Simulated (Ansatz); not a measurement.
## GaN, space group P6_3mc: an equation of state with a fit, step by step

Program: the Ansatz DFT code, driven from Python.

Notebook, run cell by cell (the value of a cell's last expression is shown):

**Cell 1**
```python
import warnings

import ansatz as az
import numpy as np
from scipy.optimize import curve_fit
```

**Cell 2**
```python
VECTORS = np.array([
    [3.18, 0.0, 0.0],
    [-1.59, 2.753961, 0.0],
    [0.0, 0.0, 5.166],
])
SITES = [
    ("Ga", (1 / 3, 2 / 3, 0.0)),
    ("Ga", (2 / 3, 1 / 3, 0.5)),
    ("N", (1 / 3, 2 / 3, 0.375)),
    ("N", (2 / 3, 1 / 3, 0.875)),
]
```

**Cell 3**
```python
def crystal_on(cell):
    crystal = az.Crystal(lattice=az.Lattice.of(cell))
    for symbol, position in SITES:
        crystal = crystal.atom(symbol, position)
    return crystal
```

**Cell 4**
```python
def vinet(v, e0, v0, b0, b1):
    eta = (v / v0) ** (1 / 3)
    return e0 + 2 * b0 * v0 / (b1 - 1) ** 2 * (2 - (5 + 3 * b1 * (eta - 1) - 3 * eta) * np.exp(-1.5 * (b1 - 1) * (eta - 1)))
```

**Cell 5**
```python
warnings.simplefilter("ignore", az.DeckWarning)
```

**Cell 6**
```python
# scale the volume, keep shape and fractions
volumes, energies, pressures = [], [], []
for scale in np.linspace(0.88, 1.12, 7):
    cell = VECTORS * scale ** (1 / 3)
    job = (
        crystal_on(cell).calculation()
        .functional("pbesol")
        .pseudopotentials("paw")
        .occupations(az.OccupationsMethod.FIXED)
        .basis(500)
        .kpoints(12, 12, 4)
        .stress()
    )
    r = job.run(threads=1, backend="cpu").report
    volumes.append(abs(np.linalg.det(cell)) / len(SITES))
    energies.append(r["free_energy_ev"] / len(SITES))
    pressures.append(np.trace(r["stress_gpa"]) / 3)
    print(f"V = {volumes[-1]:8.4f} A^3/atom  F = {energies[-1]:.5f} eV/atom  P = {pressures[-1]:8.3f} GPa")
```
Output:
```text
V =   9.9532 A^3/atom  F = -2061.29455 eV/atom  P =   33.569 GPa
V =  10.4056 A^3/atom  F = -2061.36996 eV/atom  P =   20.318 GPa
V =  10.8580 A^3/atom  F = -2061.41171 eV/atom  P =    9.636 GPa
V =  11.3104 A^3/atom  F = -2061.42631 eV/atom  P =    1.016 GPa
V =  11.7629 A^3/atom  F = -2061.41901 eV/atom  P =   -5.940 GPa
V =  12.2153 A^3/atom  F = -2061.39404 eV/atom  P =  -11.544 GPa
V =  12.6677 A^3/atom  F = -2061.35485 eV/atom  P =  -16.044 GPa
```

**Cell 7**
```python
guess = (min(energies), volumes[int(np.argmin(energies))], 0.5, 4.5)
(e0, v0, b0, b1), _ = curve_fit(vinet, np.array(volumes), np.array(energies), p0=guess, maxfev=20000)
print(f"Vinet fit: V0 = {v0:.4f} A^3/atom, B0 = {160.21766 * b0:.1f} GPa, B1 = {b1:.2f}")
print("largest residual", round(1000 * float(np.abs(vinet(np.array(volumes), e0, v0, b0, b1) - energies).max()), 3), "meV/atom")
```
Output:
```text
Vinet fit: V0 = 11.3706 A^3/atom, B0 = 188.9 GPa, B1 = 4.40
largest residual 0.009 meV/atom
```

A third-order Birch-Murnaghan fit through the 7 points has its minimum at 11.37 Å³ an atom, 0.5 % above the typed cell, with a bulk modulus of 188 GPa and dB/dP = 4.4. From that minimum the energy rises by 131.9 meV an atom on the compressed side and 71.6 meV on the expanded side.

What to keep in mind:
- Absolute energies stand on the zero of these potentials, so only differences at equal settings mean something.
- Shape and fractional positions are held along the curve, so the bulk modulus is an upper value where they are free to relax.
- Of the deposited cell: the entry's cell lengths or inner coordinates differ somewhat from later room-temperature determinations.
- Pressure is positive in compression.
- The structure is a deposited one; some such entries were measured under pressure or heat, so a shift against it needn't be the functional's error alone.
- Run time: 43 s on 1 thread of Arm Neoverse V1 (shared host), peak memory 0.48 GiB.
